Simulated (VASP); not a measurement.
Data:

```xyz
2
Lattice="0.0000 3.1375 3.1375 3.1375 0.0000 3.1375 3.1375 3.1375 0.0000" Properties=species:S:1:pos:R:3 pbc="T T T"
Al     0.0000     0.0000     0.0000
Sb     1.5687     1.5687     1.5687
```

Level of theory: PBE GGA with D4 dispersion, VASP's PBE PAW potentials (set 64) (plane waves; VASP). Run with 520 eV cut-off, 8×8×8 Γ-centred mesh, Gaussian smearing of 0.050 eV, potentials Al Sb.

### Question
Give the stress tensor in GPa (positive for a compressed cell).

### Answer

```
-2.81   0.00   0.00
 0.00  -2.81   0.00
 0.00   0.00  -2.81
```
The pressure is its mean diagonal, -2.81 GPa.

The compound is AlSb in the zinc blende structure. This cell is one point of a volume scan, at 1.06 of the reference volume.
